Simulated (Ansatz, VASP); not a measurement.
One calculation of Hg, two programs

File INCAR:

```
SYSTEM = Hg
PREC = Accurate
ENCUT = 520
EDIFF = 1E-7
ISMEAR = 0
SIGMA = 0.1
LREAL = .False.
LASPH = .True.
NELM = 100
ALGO = Normal
ISIF = 2
LWAVE = .False.
LCHARG = .False.
GGA = PS
NBANDS = 25
```

Contents of KPOINTS:

```
regular mesh
0
Gamma
  6 6 2
  0 0 0
```

File POSCAR:

```
Hg
1.0
    3.3205578694      0.0000000000      0.0000000000
   -1.4721436807      3.0761348998      0.0000000000
   -0.9583293978     -1.3972993748      8.1206091033
Hg
3
Direct
    0.5860701200      0.7414222900      0.3352578100
    0.4139298800      0.2585777100      0.6647421900
    0.0000000000      0.0000000000      0.0000000000
```

Input for Ansatz:

```yaml
crystal:
  lattice:
    - [3.3205578694, 0.0, 0.0]
    - [-1.4721436807, 3.0761348998, 0.0]
    - [-0.9583293978, -1.3972993748, 8.1206091033]
  atoms:
    - { symbol: Hg, position: [0.58607012, 0.74142229, 0.33525781] }
    - { symbol: Hg, position: [0.41392988, 0.25857771, 0.66474219] }
    - { symbol: Hg, position: [0.0, 0.0, 0.0] }
basis:
  ecutwfc: 420
kpoints:
  mp_grid: { grid: [6, 6, 2] }
hamiltonian:
  xc: pbesol
scf:
  occupations: { method: gaussian, width: 0.1 }
output:
  forces: true
  stress: true
  eigenvalues: true
```

Alike in both runs: task single point; functional PBEsol; k mesh 6 × 6 × 2; occupations gaussian, width 0.1 eV; no spin polarisation.

|  | VASP | Ansatz |
| --- | --- | --- |
| version | VASP 6.6.1 | Ansatz 0.2.0 |
| potentials or method | VASP PAW PBE potentials, release 64 (Hg) | scalar-relativistic, plane waves, PAW |
| plane-wave cutoff (eV) | 520 | 420 |
| valence electrons in the cell | 36 | 60 |

```csv
,VASP,Ansatz,Ansatz less VASP
gap on the k mesh at the Fermi level (eV),none,none,-
pressure (GPa),-3.0,-3.1,-0.12
largest component of the traceless stress (GPa),0.59,0.59,+0.002
rms of the force components (eV/Å),0.025,0.024,-0.0001
```

Atom by atom the forces differ by 0.001 eV/Å (rms over components). A gap of «none» marks a metal or a gap that the smearing closes. The two sets of potentials don't hold the same shells in valence.

Caveats: the k mesh is coarse (spacing up to 0.39 Å⁻¹), so the values aren't converged; the PAW data sets were made with another functional, which shifts forces and pressure a little (VASP). The runs have no spin-orbit coupling, so splittings on Hg are missing.
